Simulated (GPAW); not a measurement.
As in GPAW: the effect of strain uniaxial z

As:

```xyz
2
Lattice="1.8808 1.0859 3.3735 -1.8808 1.0859 3.3735 0.0000 -2.1718 3.3735" Properties=species:S:1:pos:R:3 pbc="T T T"
As    0.0000    0.0000    2.2872
As    0.0000    0.0000    7.8333
```

Alike in all runs:

* Program: GPAW 26.7.0
* Task: single point
* Functional: PBEsol
* Potentials or basis: PAW data sets generated in the run's folder for this functional
* Cutoff: 600 eV
* Basis: pw
* k mesh: 9 × 9 × 9
* Occupations: fermi-dirac, width 0.05 eV
* Spin: no spin polarisation
* Maxiter: 150

One run gave: pressure 0.5 GPa; largest force 0.43 eV/Å. Which strain uniaxial z did it use?
A. -0.01
B. 0.01
C. 0.02
D. 0.04
E. 0

E.

| strain uniaxial z | pressure (GPa) | largest force (eV/Å) |
| --- | --- | --- |
| -0.04 | 3.2 | 0.79 |
| -0.02 | 1.8 | 0.61 |
| -0.01 | 1.1 | 0.52 |
| 0 | 0.5 | 0.43 |
| 0.01 | -0.1 | 0.33 |
| 0.02 | -0.7 | 0.23 |
| 0.04 | -1.7 | 0.03 |

Caveats: the density grid can change from cell to cell, which puts small steps into energies and stress.

Runs at the PBE level aren't shown here.
